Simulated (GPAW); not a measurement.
The system is WS2 (Tungstenite).

```xyz
6
Lattice="3.1800 0.0000 0.0000 -1.5900 2.7540 0.0000 0.0000 0.0000 12.5000" Properties=species:S:1:pos:R:3 pbc="T T T"
W     1.5900    0.9180    9.3750
W     0.0000    1.8360    3.1250
S     1.5900    0.9180    4.6875
S     0.0000    1.8360   10.9375
S     1.5900    0.9180    1.5625
S     0.0000    1.8360    7.8125
```

Base run:

- Program: GPAW 26.7.0
- Functional: BLYP
- Potentials or basis: PAW data sets generated in the run's folder for this functional
- Cutoff: 600 eV
- Basis: pw
- k mesh: 6 × 6 × 2
- Occupations: fermi-dirac, width 0.05 eV
- Spin: spin-orbit coupling, no magnetisation

Its results: band gap on the k mesh 1.01 eV, indirect (least direct gap 1.53 eV); pressure 8.8 GPa; largest force 0.444 eV/Å.

Task: The run is repeated on the same cell with these changes: functional from BLYP to PBEsol. What comes out?

Result: Band gap on the k mesh 0.96 eV, indirect (least direct gap 1.51 eV); pressure -2.8 GPa; largest force 0.143 eV/Å.

PBEsol binds more tightly than BLYP, so the same cell stands under less pressure.

Caveats: spin-orbit coupling was added after a scalar SCF, so levels and gaps hold it while energy, forces, pressure and moments don't; this program's spin-orbit splittings come out too wide for heavy elements; this functional lacks dispersion, which binds the layers, so the pressure and a relaxed spacing across them are unreliable.

Not every run made on this cell is shown here.
